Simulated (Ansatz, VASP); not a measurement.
## One calculation of WS2, two programs

```
CELL_PARAMETERS angstrom
1.55766 0.89932 6.08003
-1.55766 0.89932 6.08003
0.00000 -1.79863 6.08003
ATOMIC_POSITIONS crystal
W 0.00000 0.00000 0.00000
S 0.58100 0.58100 0.58100
S 0.75030 0.75030 0.75030
```

Change from the starting cell: volume scaled by 0.96.

Alike in both runs: task single point; functional PBEsol; k mesh 10 × 10 × 10; occupations fermi-dirac, width 0.05 eV; no spin polarisation.

```csv
,VASP,Ansatz
version,VASP 6.6.1,Ansatz 0.2.0
potentials or method,"VASP PAW PBE potentials, release 64 (W_sv, S), cutoff 520 eV","all-electron LAPW, scalar-relativistic"
```

VASP gave:

- gap on the k mesh at the Fermi level (eV): 0.99
- least direct gap on the mesh (eV): 2.36
- pressure (GPa): 7.0
- largest component of the traceless stress (GPa): 1.18
- rms of the force components (eV/Å): 0.434

Q: Estimate Ansatz's values.

A: gap on the k mesh at the Fermi level (eV): 0.97; least direct gap on the mesh (eV): 2.35; pressure (GPa): 6.8; largest component of the traceless stress (GPa): 1.13; rms of the force components (eV/Å): 0.424.

Atom by atom the forces differ by 0.011 eV/Å (rms over components). Ansatz ran all-electron here, so the differences hold the error of VASP's frozen core and of both bases.

Caveats: spin-orbit coupling is left out, which moves the levels of the heavy elements; the PAW data sets were made with another functional, which shifts forces and pressure a little (VASP); forces of over 1 eV/Å show positions far from the minimum, so gaps and moduli don't describe the material at rest (Ansatz). A k mesh can miss the band edges.
